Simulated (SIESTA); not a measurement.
## Ag2O under changes of volume

One of the cells (17.503 Å³/atom); the others are scaled copies at fixed shape and fractional positions:

```
CELL_PARAMETERS angstrom
4.71800 0.00000 0.00000
0.00000 4.71800 0.00000
0.00000 0.00000 4.71800
ATOMIC_POSITIONS crystal
Ag 0.75000 0.25000 0.75000
Ag 0.75000 0.75000 0.25000
Ag 0.25000 0.75000 0.75000
Ag 0.25000 0.25000 0.25000
O 0.50000 0.50000 0.50000
O 0.00000 0.00000 0.00000
```

```yaml
Program: SIESTA 5.4.2
Functional: PBEsol
Potentials_or_basis: PseudoDojo 0.4 standard (PBEsol files)
Basis: DZP (energy shift 0.003 Ry; two zetas on semicore shells)
Grid_cutoff: 800 Ry
Energy_shift: 0.003 Ry
k_mesh: 4 × 4 × 4
Occupations: fermi-dirac, width 0.05 eV
Spin: no spin polarisation
```

| volume (Å³/atom) | energy over the lowest point (meV/atom) | pressure (GPa) |
| --- | --- | --- |
| 16.453 | ? | ? |
| 16.803 | 12.44 | 5.0 |
| 17.153 | 3.98 | 2.9 |
| 17.503 | 0.00 | 0.9 |
| 17.853 | 0.11 | -0.9 |
| 18.204 | 3.75 | -2.4 |
| 18.554 | 10.50 | -3.8 |

What does the run at 16.453 Å³/atom give?

Energy over the lowest point 25.98 meV/atom; pressure 7.5 GPa.

Worked out: A Birch-Murnaghan fit of order 3 (a polynomial in V^(-2/3)) to the other rows has its minimum at 17.67 Å³/atom with B0 = V·E''(V) = 87 GPa and B' = 5.3. It gives 26.09 meV/atom at 16.453 Å³/atom, against the run's 25.98, and -dE/dV = 7.5 GPa, against 7.5.

Energies are extrapolated to zero smearing.

Caveats: short orbitals over semicore shells can move pressures by several GPa; the basis of atomic orbitals isn't converged, which shifts pressures, moduli and gaps.
